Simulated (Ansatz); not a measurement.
## ZrO₂ under strain — ⁹¹Zr NMR of the central transition

Cell: a structure deposited in the COD, relaxed with PBE at fixed cell and then changed (z compressed by 1 %, ions relaxed).

```
CELL_PARAMETERS angstrom
0.00000 2.54500 2.51955
2.54500 0.00000 2.51955
2.54500 2.54500 0.00000
ATOMIC_POSITIONS crystal
Zr 0.00000 0.00000 0.00000
O 0.25000 0.25000 0.25000
O 0.75000 0.75000 0.75000
```

Sites (sets of like atoms) are named by element and the number of their first atom in this list.

All values are calculated (Ansatz; DFT, PBE, plane waves and PAW, scalar-relativistic, 420 eV cutoff, Γ-centred 10×10×10 k-points, Fermi–Dirac smearing 0.02 eV), not measured.

⁹¹Zr has I = 5/2 and Q = -176.0 mb (Pyykkö 2018); at 14.1 T its Larmor frequency is ν₀ = 56.0 MHz. Only the quadrupole interaction is simulated: positions count from each site's isotropic chemical shift, and J coupling is left out, as are shift anisotropy and dipolar coupling, which fast spinning averages.

Simulated pattern of one Zr site (fast magic-angle spinning, Gaussian broadening 0.03 kHz):

| offset (kHz) | height |
| --- | --- |
| -1.352 | 0 |
| -1.312 | 1 |
| -1.272 | 4 |
| -1.232 | 4 |
| -1.192 | 4 |
| -1.153 | 4 |
| -1.113 | 5 |
| -1.073 | 5 |
| -1.033 | 5 |
| -0.993 | 5 |
| -0.954 | 5 |
| -0.914 | 5 |
| -0.874 | 5 |
| -0.834 | 24 |
| -0.794 | 76 |
| -0.755 | 47 |
| -0.715 | 38 |
| -0.675 | 34 |
| -0.635 | 32 |
| -0.595 | 31 |
| -0.556 | 30 |
| -0.516 | 30 |
| -0.476 | 30 |
| -0.436 | 32 |
| -0.396 | 33 |
| -0.357 | 36 |
| -0.317 | 39 |
| -0.277 | 46 |
| -0.237 | 62 |
| -0.197 | 100 |
| -0.158 | 14 |
| -0.118 | 0 |

Task: Which |C_Q| and η does the pattern imply?

Result: The pattern spans 1.11 kHz before broadening and its centre of gravity is at -0.520 kHz, which fixes P_Q; the places of the horns and steps fix η. That gives P_Q = 2.20 MHz, |C_Q| = 2.20 MHz and η = 0.00. The sign of C_Q can't be read from the pattern.

An axis of threefold or higher order runs through Zr, so V_zz lies along it and η is zero.

Without spin–orbit coupling (the program notes it for Zr) the gradients are little affected as a rule: paired runs on crystals with a gap mostly move them by under 2 % at such atoms. At this changed cell the PBE pressure is 6 GPa.

The relaxation (1 step) took 4 s of wall time (4 s of CPU time) and 0.46 GiB at its peak, on 1 thread of Intel Xeon Platinum 8488C (Sapphire Rapids) (x86_64; 16 cores open to the job, memory cap 3.0 GiB, no GPU), a shared host with a load of 0.2 a core.
